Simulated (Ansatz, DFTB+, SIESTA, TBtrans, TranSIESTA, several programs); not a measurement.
# Green-function transport: H2 in line between two Li chains (relaxed at zero bias, lead layers held), part 3 of 3

A study of how the conductance of H2 in line between two Li chains (relaxed at zero bias, lead layers held) changes with the level of theory. The current runs along the third cell vector; the first and last atoms are layers of the leads.

SIESTA 5.4.2, Ansatz 0.2.0, TranSIESTA 5.4.2, TBtrans 5.4.2 and DFTB+ 25.1; PBE, numerical atomic orbitals (DZP), PseudoDojo norm-conserving files converted to PSML; other levels are named step by step (the session's first sound run).

So far, conductance (G₀): step 6 (T(E) at 0 V, case PBE, DZP) 0.494; step 15 (case basis SZ) 0.613. Also open channels of the lead: step 6 0.999; step 15 1.000.

## Step 17: Transmission at zero bias

Input file run.py:

```python
import json, re
import numpy as np
from numpy.linalg import inv, eigh, eigvalsh

Ha = 27.211386
n_lead, slices = 3, [0, 3, 9]      # atoms of a principal layer; first atom of each slice of the device
order = list(range(12))      # atoms of the device by height
energies = np.arange(-2.0125, 2.0125 + 1e-9, 0.025)
eta, temperature, mesh, align = 0.0001, 300, (1, 1), True


def read(path):
    """Blocks (atom, neighbour, cell, matrix) of hamreal1.dat or overreal.dat."""
    words = re.sub(r'#.*', '', open(path).read()).split()
    n = int(words[0])
    norb = [int(w) for w in words[3:1 + 3 * n:3]]
    blocks, i = [], 1 + 3 * n
    while i < len(words):
        a, b, cell = int(words[i]) - 1, int(words[i + 2]) - 1, [int(w) for w in words[i + 3:i + 6]]
        m = np.array(words[i + 6:i + 6 + norb[a] * norb[b]], float).reshape(norb[a], norb[b])
        blocks.append((a, b, cell, m))
        i += 6 + m.size
    return np.r_[0, np.cumsum(norb)], blocks


def matrix(data, k, R):
    """The block between cell 0 and cell R along the current, at wave vector k across it."""
    at, blocks = data
    M = np.zeros((at[-1], at[-1]), complex)
    for a, b, c, m in blocks:
        phase = np.exp(2j * np.pi * (k[0] * c[0] + k[1] * c[1]))
        if c[2] == R:
            M[at[a]:at[a + 1], at[b]:at[b + 1]] += m * phase
        if c[2] == -R and a != b:      # a pair of unlike atoms is listed once
            M[at[b]:at[b + 1], at[a]:at[a + 1]] += m.T * phase.conjugate()
    return M


def fermi_level(folder):
    return float(re.search(r'Fermi level:.*H +(\S+) eV', open(folder + '/detailed.out').read())[1])


def surface(a0, a1):
    es, e, a, b = a0.copy(), a0.copy(), a1[0].copy(), a1[1].copy()
    for _ in range(200):
        g = inv(e)
        ag, bg = a @ g, b @ g
        es, e = es - ag @ b, e - ag @ b - bg @ a
        a, b = -ag @ a, -bg @ b
        if abs(a).max() < 1e-11:
            break
    return inv(es)


files = {f: [read(f'{f}/{x}') for x in ('hamreal1.dat', 'overreal.dat')] for f in ('lead', 'device')}
fermi = fermi_level('device')
at = files['device'][0][0]
cut = [np.concatenate([np.arange(at[a], at[a + 1]) for a in order[i:j]]) for i, j in zip(slices, slices[1:] + [len(order)])]
points = [(i, j) for i in range(mesh[0]) for j in range(mesh[1]) if (i, j) <= (-i % mesh[0], -j % mesh[1])]
weights = [(1 if (i, j) == (-i % mesh[0], -j % mesh[1]) else 2) / (mesh[0] * mesh[1]) for i, j in points]
T, N, top, tail, dropped = np.zeros(len(energies)), np.zeros(len(energies)), np.zeros((3, len(energies))), 0.0, 0.0
for (i, j), w in zip(points, weights):
    k = (i / mesh[0], j / mesh[1])
    H, S = Ha * matrix(files['device'][0], k, 0), matrix(files['device'][1], k, 0)
    (H0, H1, H2), (S0, S1) = [Ha * matrix(files['lead'][0], k, R) for R in range(3)], [matrix(files['lead'][1], k, R) for R in range(2)]
    n = len(H0)
    shift = np.mean(np.diag(H)[:n] - np.diag(H0)).real if align else fermi - fermi_level('lead')
    H0, H1, zero = H0 + shift * S0, H1 + shift * S1, fermi_level('lead') + shift
    tail = max(tail, abs(H2).max())
    dropped = max([dropped] + [abs(H[np.ix_(a, b)]).max() for a, b in zip(cut, cut[2:])])
    for m, e in enumerate(energies):
        z = zero + e + 1j * eta
        a0, up, down = z * S0 - H0, z * S1 - H1, z * S1.conj().T - H1.conj().T
        sl, sr = down @ surface(a0, (down, up)) @ up, up @ surface(a0, (up, down)) @ down
        gl, gr = 1j * (sl - sl.conj().T), 1j * (sr - sr.conj().T)
        A = (zero + e) * S - H
        g = g1 = inv(A[np.ix_(cut[0], cut[0])] - sl)
        for a, b in zip(cut, cut[1:]):
            v = A[np.ix_(a, b)]
            g = inv(A[np.ix_(b, b)] - v.conj().T @ g @ v - (sr if b is cut[-1] else 0))
            g1 = -g1 @ v @ g
        x, u = eigh(gl)
        root = u * np.sqrt(x.clip(0))
        t = eigvalsh(root.conj().T @ g1 @ gr @ g1.conj().T @ root)[::-1].clip(0)
        bulk = inv(a0 - sl - sr)
        T[m] += w * t.sum()
        N[m] += w * np.trace(gl @ bulk @ gr @ bulk.conj().T).real
        top[:, m] += w * t[:3]

print(f'orbitals: device {at[-1]}, principal layer {n}; slices {len(cut)}; k points {len(points)}')
print(f'Fermi level of the device cell {fermi:.4f} eV; shift of the lead {shift:.4f} eV; zero of energy (Fermi level of the lead) {zero:.4f} eV')
print(f'largest element left out: past the next layer of the lead {tail:.1e} eV, between slices {dropped:.1e} eV')
print('  E-E_F (eV)   T (one spin)   channels   three largest eigenchannels')
for row in zip(energies, T, N, *top):
    print('%10.3f  %12.4e  %9.4f  %10.3e %10.3e %10.3e' % row)
kT = 8.617333e-5 * temperature
fine = np.linspace(energies[0], energies[-1], 6001)
y = np.exp(np.interp(fine, energies, np.log(T + 1e-30)))
f = 1 / (1 + np.exp(np.clip(fine / kT, -200, 200)))
G = np.trapezoid(y * f * (1 - f) / kT, fine)
seebeck = -np.trapezoid(y * f * (1 - f) / kT * fine, fine) / (G * temperature) * 1e6
print(f'conductance at {temperature} K: {G:.5g} G0 a cell; thermopower {seebeck:.4g} uV/K')
json.dump(dict(E=energies.tolist(), T=T.tolist(), N=N.tolist(), top=top.tolist(), G=G, seebeck=seebeck, tail=tail, dropped=dropped,
               shift=shift, orbitals=int(at[-1]), lead=n), open('result.json', 'w'))
```

Input file device/dftb_in.hsd:

```
Geometry = GenFormat {
  <<< "geo.gen"
}
Hamiltonian = xTB {
  Method = "GFN1-xTB"
  SccTolerance = 1e-06
  MaxSccIterations = 300
  Mixer = Broyden {
    MixingParameter = 0.1
  }
  Filling = Fermi {
    Temperature [K] = 300
  }
  KPointsAndWeights = SupercellFolding {
    1 0 0
    0 1 0
    0 0 2
    0.0 0.0 0.0
  }
  ReadInitialCharges = Yes
}
Options {
  ReadChargesAsText = Yes
  WriteRealHS = Yes
}
ParserOptions {
  ParserVersion = 14
}
```

Launch:

```
$ (cd lead && OMP_NUM_THREADS=2 dftb+ > dump.out)
$ (cd device && OMP_NUM_THREADS=2 dftb+ > dump.out)
$ OMP_NUM_THREADS=1 python run.py
```

Wall time 0.38 s (1 thread of Intel Xeon Platinum 8375C at 2.90GHz (Ice Lake), shared host); peak memory 0.18 GiB.

The run finished; it serves as a test, and its numbers are not taken as the result.

At this level couplings of over 0.01 eV reach past the next principal layer and are left out of the leads, so its transmission is not used.

The two runs compared:

```csv
quantity,this run,sound run,difference
transmission at the Fermi level,0.065033,0.49300,-0.428
open channels of the lead,1.9987,0.99948,0.999
conductance (G₀),0.064551,0.49428,-0.430
thermopower (μV/K),10.819,-3.4232,14.2
```

The thermopower changes sign: 10.8 μV/K against -3.42 μV/K.

## Step 18: The junction as a periodic cell

This step: GFN2-xTB Hamiltonian of the periodic cell between leads' self-energies (DFTB+ 25.1).

Changed here: GFN2-xTB. A cheaper Hamiltonian on the same geometry shows what the approximation costs.

Input file dftb_in.hsd:

```
Geometry = GenFormat {
  <<< "geo.gen"
}
Hamiltonian = xTB {
  Method = "GFN2-xTB"
  SccTolerance = 1e-06
  MaxSccIterations = 300
  Mixer = Broyden {
    MixingParameter = 0.1
  }
  Filling = Fermi {
    Temperature [K] = 300
  }
  KPointsAndWeights = SupercellFolding {
    1 0 0
    0 1 0
    0 0 2
    0.0 0.0 0.0
  }
}
Options {
  WriteChargesAsText = Yes
}
Analysis {
  MullikenAnalysis = Yes
  PrintForces = Yes
}
ParserOptions {
  ParserVersion = 14
}
```

Input file geo.gen:

```
12 S
  Li H
   1 1     4.500000     4.500000     1.475000
   2 1     4.500000     4.500000     4.425000
   3 1     4.500000     4.500000     7.375000
   4 1     4.500000     4.500000    10.178284
   5 1     4.500000     4.500000    12.900183
   6 2     4.500000     4.500000    14.910497
   7 2     4.500000     4.500000    15.739903
   8 1     4.500000     4.500000    17.750216
   9 1     4.500000     4.500000    20.472116
  10 1     4.500000     4.500000    23.275400
  11 1     4.500000     4.500000    26.225400
  12 1     4.500000     4.500000    29.175400
  0.0 0.0 0.0
  9.000000 0.000000 0.000000
  0.000000 9.000000 0.000000
  0.000000 0.000000 30.650400
```

Launch:

```
$ OMP_NUM_THREADS=2 dftb+ > dftb.out
```

Run time: 1.6 s. Hardware: 2 threads; peak memory 0.18 GiB.

The cycle did not settle within its cap; gentler mixing or a higher electronic temperature are the usual first tries.

## Step 19: Levels compared

This step: transmission of one junction over levels of basis, functional and code, with cost (several programs post-processed).

The levels are set side by side. They share one geometry, unless a row names other leads, so they differ by the settings that each row names.

Times from shared hosts; unsound rungs are left out. Ladder, by row:

```csv
level,program,"T at E_F, sum over listed spins",conductance (G0),r.m.s. of T(E) from the first row,"core-minutes, all zero-bias steps"
plane waves,Ansatz,0.5784,-,0,2.25
"PBE, DZP",TBtrans,0.493,0.4943,0.2472,1.79
basis SZ,TBtrans,0.6139,0.6131,0.2597,1.49
```

1e-10 stands for smaller values and for energies where a level's lead has no channel. Transmission against energy, zero at the Fermi level:

```csv
energy (eV),plane waves,"PBE, DZP",basis SZ
-2.00,1.0e-10,1.0e-10,1.0e-10
-1.90,1.0e-10,1.0e-10,1.0e-10
-1.80,1.0e-10,1.0e-10,1.0e-10
-1.70,1.0e-10,1.0e-10,1.0e-10
-1.55,1.0e-10,1.0e-10,1.0e-10
-1.45,1.0e-10,1.0e-10,1.0e-10
-1.35,1.0e-10,1.0e-10,1.0e-10
-1.25,1.0e-10,1.0e-10,1.0e-10
-1.15,1.0e-10,1.0e-10,1.0e-10
-1.05,1.0e-10,1.0e-10,0.914
-0.90,1.0e-10,1.0e-10,0.301
-0.80,1.0e-10,1.0e-10,0.254
-0.75,0.298,1.0e-10,0.248
-0.70,0.154,0.259,0.248
-0.60,0.136,0.287,0.262
-0.50,0.161,0.344,0.292
-0.40,0.202,0.400,0.336
-0.25,0.327,0.452,0.427
-0.15,0.451,0.468,0.499
-0.05,0.553,0.483,0.576
0.00,0.578,0.493,0.614
0.05,0.587,0.506,0.650
0.15,0.571,0.542,0.715
0.25,0.548,0.597,0.766
0.40,0.566,0.717,0.813
0.50,0.627,0.814,0.828
0.60,0.722,0.906,0.830
0.70,0.828,0.973,0.823
0.80,0.918,0.999,0.807
0.90,0.977,0.989,0.785
1.00,1.000,0.957,0.757
1.05,0.996,0.939,0.743
1.15,0.954,0.908,0.712
1.25,0.846,0.890,0.681
1.35,0.530,0.890,0.651
1.45,1.0e-10,0.906,0.623
1.50,1.27,2.59,0.611
1.55,0.965,1.46,0.599
1.70,0.858,0.839,0.568
1.80,0.940,0.762,0.553
1.90,1.04,0.743,0.541
2.00,1.13,0.747,0.532
```

## Step 20: What came out

| Property | Result |
| --- | --- |
| conductance, PBE, DZP | 0.494 G₀ |
| conductance, basis SZ | 0.613 G₀ |
| largest force component left on a free atom in the relaxation shown, at its settings | 0.0252 eV/Å |
| current at 0.9 V, PBE, DZP | 26.6 μA |

The conductance is 0.494 G0 by PBE, DZP and spans 0.494 (PBE, DZP) to 0.613 G0 (basis SZ) over the 2 levels of the ladder counted here; side tests aren't counted. So the choice matters moderately. In the case PBE, DZP the junction passes 49 % of what the lead's channels allow. At 0.9 V the self-consistent current is 0.73 times what the zero-bias transmission gives. Among rungs that give a conductance the cost spans 1.5 to 1.8 core-minutes on shared hosts, where costs within about 30 % count as alike and the number of cycles enters too; no other level comes within 10 % of the conductance by PBE, DZP. Plane waves give T(E_F) = 0.578 against 0.493 by PBE, DZP, a ratio of 0.85; the plane-wave run is a periodic cell with wider smearing, so basis and boundary both enter. The leads are evenly spaced chains of single atoms, an idealisation: real ones can dimerise or buckle, and some carry moments. Of the session's 21 records, 3 are not shown: repeated electrode runs and relaxations, cycles of the same form as earlier ones, some side tests of settings, or summaries that rest on unsound runs.

[Logs are printed without paths, hosts, clocks, repeated set-up lines and the standing remarks that a program may print on its own settings, such as how far it seeks lower states.]

[Hosts, paths, dates, database ids (printed as entryN), source tags and the programs' standing remarks are cut or masked in the printed files.]
